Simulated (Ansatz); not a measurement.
Tc:

```xyz
1
Lattice="0.0000 1.9500 1.9500 1.9500 0.0000 1.9500 1.9500 1.9500 0.0000" Properties=species:S:1:pos:R:3 pbc="T T T"
Tc    0.0000    0.0000    0.0000
```

This isn't the form of Tc at room conditions, which is hcp.

```yaml
Program: Ansatz 0.2.0
Task: relaxation of cell and atoms
Functional: BLYP
Potentials_or_basis: all-electron LAPW, scalar-relativistic
Basis_error_allowed: 0.001 eV/atom
k_mesh: 12 × 12 × 12
Occupations: fermi-dirac, width 0.05 eV
Spin: no spin polarisation
```

At the start: volume 14.83 Å³/atom.

Problem. Where does the relaxation end?

Solution. Over 4 steps the energy falls by 5.1 meV/atom and the volume is 15.13 Å³/atom (+2.0 %); space group Fm-3m (No. 225, to 0.05 Å).

Step by step:
```
step  energy change (eV)  largest force (eV/Å)  volume (Å³)
   1              0.0000                0.0000        14.83
   2             -0.0051                0.0000        15.15
   3             -0.0051                0.0000        15.13
   4             -0.0051                0.0000        15.13
```

Final structure:
```
Tc
1.0
     0.00000    1.96318    1.96318
     1.96318    0.00000    1.96318
     1.96318    1.96318    0.00000
Tc
1
Direct
  0.00000 0.00000 0.00000
```
